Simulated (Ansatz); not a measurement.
# How much do the gradients of CdI2 depend on the method?

Cell: a computed structure from the Materials Project (it need not be an observed phase).

Space group P-3m1 (No. 164); a = 4.2887, c = 21.8468 Å, γ = 120.00°.

```
site  Wyckoff  site symmetry       x       y       z
 Cd1       2d            3m.  0.6667  0.3333  0.3331
 Cd3       1a           -3m.  0.0000  0.0000  0.0000
  I4       2d            3m.  0.3333  0.6667  0.0789
  I5       2d            3m.  0.3333  0.6667  0.4117
  I8       2c            3m.  0.0000  0.0000  0.2544
```

One atom of each set is listed.

First run. All values are calculated (Ansatz; DFT, PBE, plane waves and PAW, scalar-relativistic, 420 eV cutoff, Γ-centred 8×8×2 k-points, Fermi–Dirac smearing 0.01 eV), not measured.

| site | V_zz (10²¹ V/m²) | η |
| --- | --- | --- |
| Cd1 | 0.15 | 0.00 |
| Cd3 | 0.11 | 0.00 |
| I4 | -6.04 | 0.00 |
| I5 | -6.33 | 0.00 |
| I8 | -6.13 | 0.00 |

Second run. The same atoms and settings, except that the functional is r2SCAN and the cutoff is 500 eV.

Question: Given the first result, estimate the second.

Answer: 

```tsv
site	V_zz	η	change of V_zz
Cd1	0.16	0.00	+0.01
Cd3	0.11	0.00	0.00
I4	-5.65	0.00	+0.39
I5	-5.91	0.00	+0.42
I8	-5.73	0.00	+0.40
```

The largest change of V_zz is on I5, from -6.33 to -5.91. In per cent, |V_zz| changes by -7 to -6 on I (all sites that start above 0.5).

Without spin–orbit coupling the gradients at and beside I can be off by some per cent, at some sites by more.
For the second run: With these PAW files V_zz is typically within 2 to 3 % of all-electron values, but misses above 10 % occur on I.
